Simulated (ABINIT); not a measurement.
# InP (F-43m): G0W0 with ABINIT, start to end, part 2 of 2

Aim: the G0W0 gap of InP (F-43m) on PBE with spin-orbit coupling, step by step.

ABINIT 10.8.3; PBE and many-body steps on it, plane waves. Known limits of the many-body steps: not at the basis limit; mesh may overstate the screening; screening head approximate; coarse k mesh.

So far. Step 2 (Ground state): The gap is direct, at Γ. Step 3 (Empty states on the mesh, 4×4×4 mesh, 276 bands): On this mesh the gap is 0.660 eV.

## (4) Screening, 4×4×4 mesh, 252 bands, screening to 182.3 eV

The RPA dielectric matrix is built and inverted for each q.

This step: RPA screening on PBE with spin-orbit coupling, plane waves, norm-conserving pseudopotentials.

Input file run.abi:

```
acell 3*1.0 Angstrom
rprim 
  -0.000000000000 2.934350000000 2.934350000000
  2.934350000000 -0.000000000000 2.934350000000
  2.934350000000 2.934350000000 -0.000000000000
ntypat 2
znucl 49 15
natom 2
typat 1 2
xred 
  0.000000000000 0.000000000000 0.000000000000
  0.250000000000 0.250000000000 0.250000000000
pp_dirpath "pseudos"
pseudos "In.upf, P.upf"
ecut 33
nspinor 2
ngkpt 4 4 4
nshiftk 1
shiftk 0 0 0
kptopt 1
chksymbreak 0
istwfk *1
occopt 1
irdwfk 1
optdriver 3
nband 252
ecuteps 6.7
inclvkb 0
awtr 1
symchi 1
indata_prefix "in"
outdata_prefix "out"
tmpdata_prefix "tmp"
```

Run with:

```console
$ OMP_NUM_THREADS=1 mpirun -n 4 abinit run.abi > log
```

Numbers of over 12 decimals in the logs are rounded to 6 here.

What it wrote:

```text
.Version 10.8.3 of ABINIT. v10.8.2 released Aug 2026.

 Symmetries : space group F-4 3 m (#216); Bravais cF (face-center cubic)
[... echo of the input left out ...]
== DATASET  1 ==================================================================
-   mpi_nproc: 4, omp_nthreads: 1 (-1 if OMP is not activated)

--- !DatasetInfo
iteration_state: {dtset: 1, }
dimensions: {natom: 2, nkpt: 8, mband: 252, nsppol: 1, nspinor: 2, nspden: 1, mpw: 3119, }
cutoff_energies: {ecut:  33.0, pawecutdg:  -1.0, }
electrons: {nelect:   2.60000000E+01, charge:   0.00000000E+00, occopt:   1.00000000E+00, tsmear:   1.00000000E-02, }

 SCREENING: Calculation of the susceptibility and dielectric matrices

 Based on a program developped by R.W. Godby, V. Olevano, G. Onida, and L. Reining.
 Incorporated in ABINIT by V. Olevano, G.-M. Rignanese, and M. Torrent.
.Using double precision arithmetic ; gwpc =  8

[... cell and pseudopotentials left out ...]
--------------------------------------------------------------------------------

 ==== K-mesh for the wavefunctions ====
 Number of points in the irreducible wedge :     8
[... list of points left out ...]
 Together with 24 symmetry operations and time-reversal symmetry
 yields    64 points in the full Brillouin Zone.

 ==== Q-mesh for the screening function ====
 Number of points in the irreducible wedge :     8
[... list of points left out ...]
 Together with 24 symmetry operations and time-reversal symmetry
 yields    64 points in the full Brillouin Zone.

 setmesh: FFT mesh size selected  =    30x   30x   30
          total number of points  =        27000

 vcoul_init : cutoff-mode = AUXILIARY_FUNCTION
 q-points for optical limit:   1
     1)      0.000010    0.000020    0.000030

- screening: taking advantage of time-reversal symmetry
- Maximum band index for partially occupied states nbvw = 26
- Remaining bands to be divided among processors   nbcw = 226
- Number of bands treated by each node ~56

 Number of electrons calculated from density =   26.0000; Expected =   26.0000
 average of density, n =  0.076245
 r_s =    1.4630
 omega_plasma =   26.6355 [eV]

 calculating chi0 at frequencies [eV] :
  1    0.000000E+00    0.000000E+00
  2    0.000000E+00    2.663552E+01

--------------------------------------------------------------------------------
  q-point number  1        q = ( 0.000000, 0.000000, 0.000000) [r.l.u.]
--------------------------------------------------------------------------------
[... chi0 elements left out ...]
 For q-point:  0.000010 0.000020 0.000030
  dielectric constant =  50.4630
  dielectric constant without local fields =  53.2603

  Average fulfillment of the sum rule on Im[epsilon] for q-point    1 :     66.96  [%]
[... wings left out ...]
  q-point number  2        q = ( 0.250000, 0.000000, 0.000000) [r.l.u.]
--------------------------------------------------------------------------------
[... chi0 elements left out ...]
  Average fulfillment of the sum rule on Im[epsilon] for q-point    2 :     78.93  [%]

 [... 6 further q-points ...]
```

Wall time 6.3 min (4 MPI ranks of Arm Neoverse V1, shared host); peak memory 2.7 GiB.

Numbers from this step:

```yaml
eps_infinity_with_local_fields_on_this_mesh_along_the_program_s_q_direction: 50.46
the_same_without_local_fields: 53.26
plasma_frequency: 26.64 eV
plane_waves_in_the_screening_matrix: 283
```

Local fields lower ε∞ by 5 %. On a Γ-centred mesh this coarse the value itself is usually too large, while a short band sum pulls it down.

## (5) Self-energy, 4×4×4 mesh, 252 bands, screening to 182.3 eV

The self-energy is evaluated for the states that the input lists, and the levels follow from it, in one-shot runs by the linearised quasiparticle equation.

This step: G0W0 on PBE with spin-orbit coupling, plane waves, norm-conserving pseudopotentials.

Changes to run.abi since step 4:

```diff
@@ -24,8 +24,19 @@
 irdwfk 1
-optdriver 3
+optdriver 4
 nband 252
+gwcalctyp 0
+ecutsigx 33
+symsigma 0
+nkptgw 3
+kptgw 
+  0.0000000000 0.0000000000 0.0000000000
+  0.5000000000 0.0000000000 0.0000000000
+  0.5000000000 0.5000000000 0.0000000000
+bdgw 
+  23 30
+  23 30
+  23 30
 ecuteps 6.7
-inclvkb 0
-awtr 1
-symchi 1
+irdscr 1
+ppmodel 1
 indata_prefix "in"
```

What it wrote:

```text
.Version 10.8.3 of ABINIT. v10.8.2 released Aug 2026.

 Symmetries : space group F-4 3 m (#216); Bravais cF (face-center cubic)
[... echo of the input left out ...]
== DATASET  1 ==================================================================
-   mpi_nproc: 4, omp_nthreads: 1 (-1 if OMP is not activated)

--- !DatasetInfo
iteration_state: {dtset: 1, }
dimensions: {natom: 2, nkpt: 8, mband: 252, nsppol: 1, nspinor: 2, nspden: 1, mpw: 3119, }
cutoff_energies: {ecut:  33.0, pawecutdg:  -1.0, }
electrons: {nelect:   2.60000000E+01, charge:   0.00000000E+00, occopt:   1.00000000E+00, tsmear:   1.00000000E-02, }

 SIGMA: Calculation of the GW corrections

 Based on a program developped by R.W. Godby, V. Olevano, G. Onida, and L. Reining.
 Incorporated in ABINIT by V. Olevano, G.-M. Rignanese, and M. Torrent.
.Using double precision arithmetic ; gwpc =  8

[... cell and pseudopotentials left out ...]
--------------------------------------------------------------------------------

 ==== K-mesh for the wavefunctions ====
 Number of points in the irreducible wedge :     8
[... list of points left out ...]
 Together with 24 symmetry operations and time-reversal symmetry
 yields    64 points in the full Brillouin Zone.

 ==== Q-mesh for screening function ====
 Number of points in the irreducible wedge :     8
[... list of points left out ...]
 Together with 24 symmetry operations and time-reversal symmetry
 yields    64 points in the full Brillouin Zone.

 vcoul_init : cutoff-mode = AUXILIARY_FUNCTION
 q-points for optical limit:   1
     1)      0.000010    0.000020    0.000030
 setmesh: FFT mesh size selected  =    45x   45x   45
          total number of points  =        91125

 Number of electrons calculated from density =   26.0000; Expected =   26.0000
 average of density, n =  0.076245
 r_s =    1.4630
 omega_plasma =   26.6355 [eV]

 === KS Band Gaps ===
  >>>> For spin  1
   Minimum direct gap =   0.6604 [eV], located at k-point      :   0.0000  0.0000  0.0000
   Fundamental gap    =   0.6604 [eV], Top of valence bands at :   0.0000  0.0000  0.0000
                                       Bottom of conduction at :   0.0000  0.0000  0.0000
 SIGMA fundamental parameters:
 PLASMON POLE MODEL  1
 number of plane-waves for SigmaX                 3119
 number of plane-waves for SigmaC and W            283
 number of plane-waves for wavefunctions          3119
 number of bands                                   252
 number of independent spin polarizations            1
 number of spinorial components                      2
 number of k-points in IBZ                           8
 number of q-points in IBZ                           8
 number of symmetry operations                      24
 number of k-points in BZ                           64
 number of q-points in BZ                           64
 number of frequencies for dSigma/dE                 9
 frequency step for dSigma/dE [eV]                0.25
 number of omega for Sigma on real axis              0
 max omega for Sigma on real axis  [eV]           0.00
 zcut for avoiding poles [eV]                     0.10

 EPSILON^-1 parameters (SCR file):
 dimension of the eps^-1 matrix on file            283
 dimension of the eps^-1 matrix used               283
 number of plane-waves for wavefunctions          3119
 number of bands                                   252
 number of q-points in IBZ                           8
 number of frequencies                               2
 number of real frequencies                          1
 number of imag frequencies                          1

 matrix elements of self-energy operator (all in [eV])

 Perturbative Calculation

--- !SelfEnergy_ee
iteration_state: {dtset: 1, }
kpoint     : [   0.000,    0.000,    0.000, ]
spin       : 1
KS_gap     :    0.660
QP_gap     :    1.316
Delta_QP_KS:    0.656
data: !SigmaeeData |
     Band     E0 <VxcDFT>   SigX SigC(E0)      Z dSigC/dE  Sig(E)    E-E0       E
       23   4.955 -12.879 -14.751   1.148   0.778  -0.286 -13.442  -0.563   4.392
       24   4.955 -12.879 -14.752   1.149   0.778  -0.286 -13.442  -0.563   4.392
       25   4.955 -12.879 -14.753   1.149   0.778  -0.286 -13.443  -0.564   4.392
       26   4.955 -12.879 -14.757   1.152   0.778  -0.286 -13.443  -0.564   4.391
       27   5.616 -11.724  -7.727  -3.881   0.793  -0.262 -11.632   0.092   5.707
       28   5.616 -11.724  -7.728  -3.881   0.793  -0.262 -11.632   0.092   5.707
       29   8.702 -10.852  -6.386  -4.199   0.798  -0.254 -10.639   0.213   8.915
       30   8.702 -10.852  -6.386  -4.199   0.798  -0.253 -10.639   0.213   8.915

--- !SelfEnergy_ee
iteration_state: {dtset: 1, }
kpoint     : [   0.500,    0.000,    0.000, ]
spin       : 1
KS_gap     :    2.403
QP_gap     :    3.113
Delta_QP_KS:    0.709
data: !SigmaeeData |
     Band     E0 <VxcDFT>   SigX SigC(E0)      Z dSigC/dE  Sig(E)    E-E0       E
       23   3.899 -12.285 -14.555   1.499   0.776  -0.289 -12.883  -0.598   3.301
       24   3.899 -12.285 -14.555   1.499   0.776  -0.289 -12.883  -0.598   3.301
[...]
--- !SelfEnergy_ee
iteration_state: {dtset: 1, }
kpoint     : [   0.500,    0.500,    0.000, ]
spin       : 1
KS_gap     :    4.029
QP_gap     :    4.558
Delta_QP_KS:    0.529
data: !SigmaeeData |
     Band     E0 <VxcDFT>   SigX SigC(E0)      Z dSigC/dE  Sig(E)    E-E0       E
[...]
26   2.662 -11.403 -14.170   1.879   0.772  -0.296 -12.088  -0.686   1.976
       27   6.691  -9.205  -5.573  -3.825   0.810  -0.234  -9.361  -0.156   6.534
       28   6.691  -9.205  -5.574  -3.824   0.810  -0.234  -9.362  -0.157   6.534
       29   7.196 -10.685  -6.692  -3.940   0.800  -0.250 -10.643   0.042   7.238
       30   7.196 -10.685  -6.692  -3.940   0.800  -0.250 -10.643   0.042   7.238

== END DATASET(S) ==============================================================
================================================================================

 -outvars: echo values of variables after computation  --------
           etotal      0.0000000000E+00
            nband         252
             nkpt           8
          spgroup         216
 [... the other variables as echoed above ...]

 Calculation completed.
```

Elapsed: 14 min, on 4 MPI ranks; peak memory 2.4 GiB; 56 min of CPU time.

This step gave:

* G0W0 gap on the points computed: 1.315 eV
* starting gap on the mesh: 0.6604 eV
* k of the valence top: 0, 0, 0
* k of the conduction bottom: 0, 0, 0
* Z at the valence top: 0.778
* Z at the conduction bottom: 0.793
* least direct G0W0 gap on the computed points: 1.315 eV

The gap on the mesh goes from 0.66 eV to 1.31 eV, a correction of +0.65 eV.

Limits: finite bands, cutoff and mesh; screening head approximate; coarse k mesh. v1 is the top filled band, c1 the lowest empty one. Levels before and after the correction, in eV, zero at the valence-band top of each column:

|  | conduction bottom | valence top |
| --- | --- | --- |
| Kohn-Sham | 0.66 | 0.00 |
| G0W0 | 1.31 | 0.00 |

|  | level | energy (eV) |
| --- | --- | --- |
| Kohn-Sham | Γ v4-v1 | 0.000 |
| Kohn-Sham | Γ c1-c2 | 0.660 |
| Kohn-Sham | Γ c3-c4 | 3.746 |
| G0W0 | Γ v4-v1 | 0.000 |
| G0W0 | Γ c1-c2 | 1.315 |
| G0W0 | Γ c3-c4 | 4.523 |

## (6) Where the time went

Times are wall times on 4 MPI ranks of Arm Neoverse V1, shared host, good to a factor of about two.

| step | time | share | memory (GiB) |
| --- | --- | --- | --- |
| ground state | 63 s | 4 % | 0.37 |
| empty states on the mesh | 3.8 min | 15 % | 0.57 |
| screening | 6.3 min | 25 % | 2.7 |
| self-energy | 14 min | 55 % | 2.4 |

## (7) Outcome

- PBE gap: 0.66 eV, direct
- G0W0 gap on the mesh: 1.31 eV
- GW settings: 4×4×4 mesh, 252 bands, screening to 182.3 eV, Godby-Needs plasmon pole
- known limits: not at the basis limit; mesh may overstate the screening; screening head approximate; coarse k mesh

What this shows: G0W0 moves the gap on the mesh from 0.66 eV to 1.31 eV (+0.65 eV), with Z of 0.78 and 0.79 at the edges. Local fields lower the RPA ε∞ on this mesh from 53.26 to 50.46; a Γ-centred mesh this coarse tends to raise both, most where the direct gap is narrow, while a short band sum lowers them. Only 3 of the mesh's irreducible points were corrected, so a valley elsewhere could overtake. The dearest step here is «self-energy». Bands and cutoff are finite, so the gap is not at the basis limit. The miss can reach some tenths of an eV and take either sign; the mesh is an error of its own. In the G0W0 run levels were corrected at 3 k points alone, so a gap called «on the mesh» is the least over those, and an edge elsewhere would be missed. The 4×4×4 mesh is coarse for this cell, which bears on the long-range parts of exchange and screening. The RPA ε∞ on this mesh reaches over 25; with a narrow direct gap a coarse mesh can overstate it, and the correction is then too small. The long-wavelength limit of the screening leaves out the non-local commutator, which shifts ε∞.

[Paths, hosts, dates, memory and timing lines, banners, echoed tables and standing remarks are left out of the program output.]

[Logs are printed without paths, hosts, clocks, repeated set-up lines and the standing remarks that a program may print on its own settings, such as how far it seeks lower states.]

[Runs of the session that timed out or met a known fault of the program may be left out.]

[Hosts, paths, dates, database ids (printed as entryN), source tags and the programs' standing remarks are cut or masked in the printed files.]

[G0W0 gaps are taken among the corrected bands and points alone; a level outside them can change the order at an edge.]

[Where Ansatz stands beside ABINIT at settings called matched, ABINIT's density can come from a denser mesh and the files from another edition; pairs whose starting gaps differed by over 0.03 eV were left out, so agreement reads better than it is.]
